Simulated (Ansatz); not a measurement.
Planning a GW calculation on GeSb2Te4 (R3m).

```
Ge Sb Te
1.0
     2.15473    1.24403   13.89708
    -2.15473    1.24403   13.89708
     0.00000   -2.48807   13.89708
Ge Sb Te
1 2 4
Direct
  0.57046 0.57046 0.57046
  0.42653 0.42653 0.42653
  0.99799 0.99799 0.99799
  0.86977 0.86977 0.86977
  0.13417 0.13417 0.13417
  0.71137 0.71137 0.71137
  0.28972 0.28972 0.28972
```

The cell and positions are those that the Materials Project relaxed with its own functionals (PBE, PBE+U or r2SCAN), kept fixed. Spin-orbit coupling is left out unless a run names it.

Runs so far (Ansatz 0.2.0, start PBE, PAW set soft_1 files, 4×4×4 mesh). Times are wall times on 1 × NVIDIA H100 80GB HBM3 (shared by 6 runs) with 3 threads of AMD EPYC 7R13 (Zen 3), shared host, good to a factor of about two.

| bands summed | cutoff (eV) | gap on the mesh (eV) | time |
| --- | --- | --- | --- |
| 233 | 50 | 0.398 | 60 s |
| 561 | 100 | 0.432 | 2.4 min |
| 986 | 150 | 0.446 | 4.3 min |

Question: What should the next rung give, with 1710 bands and screening to 220 eV, and where is the limit?

The error falls about as one over the bands when the cutoff rises with them. A line through the two highest rungs given predicts 0.453 eV; the run gave 0.458 eV, a miss of 0.005 eV, so the law fails here: the steps don't follow it yet. The two highest rungs put the limit near 0.475 eV, the pair below near 0.463 eV; neither can be trusted until a further rung is run.

Gaps are over the mesh's points; an edge off the mesh would be missed. Limits: not at the basis limit; mesh may overstate the screening; no spin-orbit coupling.

[Paths, hosts, dates, memory and timing lines, banners, echoed tables and standing remarks are left out of the program output.]

[Logs are printed without paths, hosts, clocks, repeated set-up lines and the standing remarks that a program may print on its own settings, such as how far it seeks lower states.]

[Runs of the session that timed out or met a known fault of the program may be left out.]

[Cells called generated may have been cut or substituted from an entry of the Crystallography Open Database or the Materials Project.]

[Hosts, paths, dates, database ids (printed as entryN), source tags and the programs' standing remarks are cut or masked in the printed files.]
